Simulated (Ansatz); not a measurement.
The system is AlCu3.

```
CELL_PARAMETERS angstrom
3.63738 0.00000 0.00000
0.00000 3.63738 0.00000
0.00000 0.00000 3.63738
ATOMIC_POSITIONS crystal
Cu 0.00000 0.50000 0.50000
Cu 0.50000 0.00000 0.50000
Cu 0.50000 0.50000 0.00000
Al 0.00000 0.00000 0.00000
```

The cell comes from a database or a generator and needn't be the stable form of this composition.

* Program: Ansatz 0.2.0
* Task: relaxation of cell and atoms
* Functional: PBEsol
* Dispersion: D4
* Potentials or basis: Ansatz PAW
* Cutoff: 420 eV (not typed: the program's choice for these potentials)
* k mesh: 7 × 7 × 7
* Occupations: fermi-dirac, width 0.05 eV
* Spin: no spin polarisation

At the start: volume 12.03 Å³/atom.

Q: Where does the relaxation end?

A: It ends after 5 steps and the volume is 11.69 Å³/atom (-2.8 %); space group Pm-3m (No. 221, to 0.05 Å).

Step by step:
| step | energy change (eV) | largest force (eV/Å) | volume (Å³) |
| --- | --- | --- | --- |
| 1 | 0.0000 | 0.0000 | 48.12 |
| 2 | -0.0163 | 0.0000 | 47.32 |
| 3 | -0.0199 | 0.0000 | 46.73 |
| 4 | -0.0199 | 0.0000 | 46.76 |
| 5 | -0.0191 | 0.0000 | 46.76 |

Final structure:
```xyz
4
Lattice="3.6027 0.0000 0.0000 0.0000 3.6027 0.0000 0.0000 0.0000 3.6027" Properties=species:S:1:pos:R:3 pbc="T T T"
Cu    0.0000    1.8014    1.8014
Cu    1.8014    0.0000    1.8014
Cu    1.8014    1.8014    0.0000
Al    0.0000    0.0000    0.0000
```

Caveat: the plane-wave basis is chosen anew once the cell has moved, so the energies of steps on either side of that aren't comparable; pairwise dispersion overbinds metals, which lowers pressure and volume; the PAW data sets come from PBE, with cores solved anew for the run's functional, which leaves a small shift of forces and pressure.
